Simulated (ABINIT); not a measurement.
Planning a run of ABINIT 10.8.3 on GaN (P6_3mc). The input:

```
acell 3*1.0 Angstrom
rprim 
  3.190000000016 -0.000000000004 0.000000000000
  -1.595000000005 2.762621038088 0.000000000000
  0.000000000000 0.000000000000 5.189000000000
ntypat 2
znucl 31 7
natom 4
typat 1 1 2 2
xred 
  0.666666666667 0.333333333333 0.000000000000
  0.333333333333 0.666666666667 0.500000000000
  0.666666666667 0.333333333333 0.375000000000
  0.333333333333 0.666666666667 0.875000000000
pp_dirpath "pseudos"
pseudos "Ga.upf, N.upf"
ecut 45
iscf -2
irdden 1
kptopt 0
nkpt 75
kpt 
  0.00000000 0.00000000 0.00000000
  0.06250000 0.00000000 0.00000000
  0.12500000 0.00000000 0.00000000
  0.18750000 0.00000000 0.00000000
  0.25000000 0.00000000 0.00000000
  0.31250000 0.00000000 0.00000000
  0.37500000 0.00000000 0.00000000
  0.43750000 0.00000000 0.00000000
  0.50000000 0.00000000 0.00000000
  0.47916667 0.04166667 0.00000000
  0.45833333 0.08333333 0.00000000
  0.43750000 0.12500000 0.00000000
  0.41666666 0.16666666 0.00000000
  0.39583333 0.20833333 0.00000000
  0.37500000 0.25000000 0.00000000
  0.35416666 0.29166666 0.00000000
  0.33333333 0.33333333 0.00000000
  0.29166666 0.29166666 0.00000000
  0.25000000 0.25000000 0.00000000
  0.20833333 0.20833333 0.00000000
  0.16666666 0.16666666 0.00000000
  0.12500000 0.12500000 0.00000000
  0.08333333 0.08333333 0.00000000
  0.04166667 0.04166667 0.00000000
  0.00000000 0.00000000 0.00000000
  0.00000000 0.00000000 0.06250000
  0.00000000 0.00000000 0.12500000
  0.00000000 0.00000000 0.18750000
  0.00000000 0.00000000 0.25000000
  0.00000000 0.00000000 0.31250000
  0.00000000 0.00000000 0.37500000
  0.00000000 0.00000000 0.43750000
  0.00000000 0.00000000 0.50000000
  0.06250000 0.00000000 0.50000000
  0.12500000 0.00000000 0.50000000
  0.18750000 0.00000000 0.50000000
  0.25000000 0.00000000 0.50000000
  0.31250000 0.00000000 0.50000000
  0.37500000 0.00000000 0.50000000
  0.43750000 0.00000000 0.50000000
  0.50000000 0.00000000 0.50000000
  0.47916667 0.04166667 0.50000000
  0.45833333 0.08333333 0.50000000
  0.43750000 0.12500000 0.50000000
  0.41666666 0.16666666 0.50000000
  0.39583333 0.20833333 0.50000000
  0.37500000 0.25000000 0.50000000
  0.35416666 0.29166666 0.50000000
  0.33333333 0.33333333 0.50000000
  0.29166666 0.29166666 0.50000000
  0.25000000 0.25000000 0.50000000
  0.20833333 0.20833333 0.50000000
  0.16666666 0.16666666 0.50000000
  0.12500000 0.12500000 0.50000000
  0.08333333 0.08333333 0.50000000
  0.04166667 0.04166667 0.50000000
  0.00000000 0.00000000 0.50000000
  0.50000000 0.00000000 0.50000000
  0.50000000 0.00000000 0.43750000
  0.50000000 0.00000000 0.37500000
  0.50000000 0.00000000 0.31250000
  0.50000000 0.00000000 0.25000000
  0.50000000 0.00000000 0.18750000
  0.50000000 0.00000000 0.12500000
  0.50000000 0.00000000 0.06250000
  0.50000000 0.00000000 0.00000000
  0.33333333 0.33333333 0.50000000
  0.33333333 0.33333333 0.43750000
  0.33333333 0.33333333 0.37500000
  0.33333333 0.33333333 0.31250000
  0.33333333 0.33333333 0.25000000
  0.33333333 0.33333333 0.18750000
  0.33333333 0.33333333 0.12500000
  0.33333333 0.33333333 0.06250000
  0.33333333 0.33333333 0.00000000
istwfk *1
nband 33
nbdbuf 2
tolwfr 1e-08
nstep 40
prtwf 0
prtvol 0
indata_prefix "in"
outdata_prefix "out"
tmpdata_prefix "tmp"
```

The database entry behind the starting cell has ideal inner coordinates that were not refined, so it need not match the best structure at ambient conditions.

```sh
OMP_NUM_THREADS=1 mpirun -n 4 abinit run.abi > log
```

How long will it take on 4 MPI ranks of Arm Neoverse V1, shared host, and how much memory?

It took 54 s; on shared hardware allow 27 s to 1.8 min. Peak host memory was 0.43 GiB.

[Paths, hosts, dates, memory and timing lines, banners, echoed tables and standing remarks are left out of the program output.]

[Logs are printed without paths, hosts, clocks, repeated set-up lines and the standing remarks that a program may print on its own settings, such as how far it seeks lower states.]

[Runs of the session that timed out or met a known fault of the program may be left out.]

[Hosts, paths, dates, database ids (printed as entryN), source tags and the programs' standing remarks are cut or masked in the printed files.]

[G0W0 gaps are taken among the corrected bands and points alone; a level outside them can change the order at an edge.]

[Where Ansatz stands beside ABINIT at settings called matched, ABINIT's density can come from a denser mesh and the files from another edition; pairs whose starting gaps differed by over 0.03 eV were left out, so agreement reads better than it is.]
